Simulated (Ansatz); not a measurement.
Squeezing W (simple hexagonal type)

```yaml
crystal:
  lattice:
    - [2.78751, 0.00000, 0.00000]
    - [-1.39375, 2.41405, 0.00000]
    - [0.00000, 0.00000, 2.60155]
  atoms:
    - { symbol: W, position: [0.00000, 0.00000, 0.00000] }
```

The cell comes from a relaxation on PAW files under the same functional, begun from a prototype that needn't be the stable phase.

Its volume is scaled, and at each volume shape and atoms are relaxed on PAW files; all methods then take that cell.

Level of theory: DFT with PBE, scalar-relativistic, in Ansatz 0.2.0; a Γ-centred 18×18×16 k mesh, Fermi–Dirac smearing of 0.08 eV, no spin polarisation. LAPW: all electrons, basis error target 1 meV/atom; PAW: frozen-core files, cutoff 420 eV; crystal datasets: all electrons, by PAW datasets that the program makes for each cell; norm-conserving: pseudopotentials, cutoff 1007 eV.

Energies are extrapolated to zero smearing and count from the unscaled cell; pressure is positive in compression; gaps take the mesh and a band path. No temperature or zero-point motion is included.

Spin–orbit coupling is left out, which matters for the heavy atoms.

| V/V0 | V (Å³/atom) | P LAPW (GPa) | ΔE LAPW (eV/atom) | P PAW − LAPW (GPa) | ΔE PAW − LAPW (meV/atom) | space group | shortest distance (Å) |
| --- | --- | --- | --- | --- | --- | --- | --- |
| 1.00 | 17.51 | 0.03 | 0.000 | -0.03 | 0.0 | P6/mmm | 2.602 |
| 0.95 | 16.63 | 13.21 | 0.034 | 0.02 | 0.0 | P6/mmm | 2.553 |
| 0.85 | 14.88 | 51.9 | 0.371 | 0.20 | 1.1 | P6/mmm | 2.450 |
| 0.75 | 13.13 | 118.8 | 1.266 | 0.59 | 5.2 | P6/mmm | 2.347 |
| 0.65 | 11.38 | 238.1 | 3.151 | 1.39 | 15.6 | P6/mmm | 2.241 |
| 0.55 | 9.63 | 461.5 | 6.836 | 2.76 | 37.8 | P6/mmm | ? |
| 0.45 | 7.88 | 931.9 | 14.107 | 3.52 | 75.4 | P6/mmm | 1.998 |
| 0.40 | 7.00 | 1370 | 20.300 | 1.64 | 92.1 | P6/mmm | 1.923 |

(1) Give the missing entry: row "0.55", column "shortest distance (Å)".

(2) Fit the Vinet equation to the LAPW pressures over the whole range, with residuals weighted by 1/(|P| + 0.03·Pmax).

(3) From the table, what is the rise of the enthalpy H = E + pV up to the last row, and how stiff is the crystal between the last two rows?

(4) At the smallest volume, how far do crystal datasets and norm-conserving lie from LAPW in pressure?

(5) How do the Löwdin populations by LAPW change from the unscaled cell to the last row?

Results:

(1) 2.126.

(2) V0 = 17.55 Å³/atom, B0 = 210 GPa and B0′ = 4.74, and the fit misses no point by more than 25 GPa. A fit over so wide a range pins B0 less well than one near rest.

(3) ΔH = 20.300 eV + (1370 GPa × 7.00 Å³ − 0.03 GPa × 17.51 Å³) × 0.006242 eV/(GPa·Å³) = 80.17 eV/atom, of which pV makes 75 %. The mean bulk modulus there is −ΔP/Δln V = 3720 GPa.

(4) crystal datasets: +0.01 GPa; norm-conserving: +16.90 GPa, on a LAPW pressure of 1370 GPa.

(5) W 5s 1.96 → 1.82, W 6s 0.89 → 0.50, W 5p 5.98 → 5.80, W 5d 5.05 → 5.82 electrons an atom. These are projections on the shells that the free atoms fill; 0.12 e a cell lies outside them at the start and 0.08 e at the end.
